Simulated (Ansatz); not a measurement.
# S (bcc type): the cost of one run

Method: DFT PBE, with the methods named in each step, in Ansatz 0.2.0.

1 further run of the same task is left out (set aside as unsound or not needed).

## 1. The starting structure

It takes space group Im-3m (No. 229, cubic). The conventional cell has a = 3.240 Å, b = 3.240 Å, c = 3.240 Å, α = 90.00°, β = 90.00°, γ = 90.00°. Around S (site symmetry m-3m) lie 8 S at 2.81 Å.

As a file:

```
S
1.0
    -1.61981    1.61981    1.61981
     1.61981   -1.61981    1.61981
     1.61981    1.61981   -1.61981
S
1
Direct
  0.00000 0.00000 0.00000
```

Whether this phase is the stable one at these pressures isn't tested.

## 2. Cell relaxed at zero pressure, PAW

The input, input.yaml:

```yaml
crystal:
  lattice:
    - [-1.6198059006, 1.6198059006, 1.6198059006]
    - [1.6198059006, -1.6198059006, 1.6198059006]
    - [1.6198059006, 1.6198059006, -1.6198059006]
  atoms:
    - { symbol: S, position: [0.0, 0.0, 0.0] }
kpoints:
  mp_grid: { grid: [16, 16, 16] }
scf:
  occupations: { method: fermi_dirac, width: 0.1 }
hamiltonian:
  xc: pbe
  pseudopotentials: { kind: paw }
output:
  forces: true
  stress: true
  write_density: true
  write_potential: true
  elf: true
  volumetric_format: npy
relax:
  f_tol: 0.005
  max_steps: 40
  cell: {}
```

Run with:

```sh
$ ansatz run input.yaml --threads 1 --pin off --max-ram 2048MiB --backend cpu --events-out ev --progress --plain --runs-dir out
```

What time and memory should one allow on 1 thread of Arm Neoverse V1, shared host?

About 5.7 s, with a peak of 0.28 GiB.
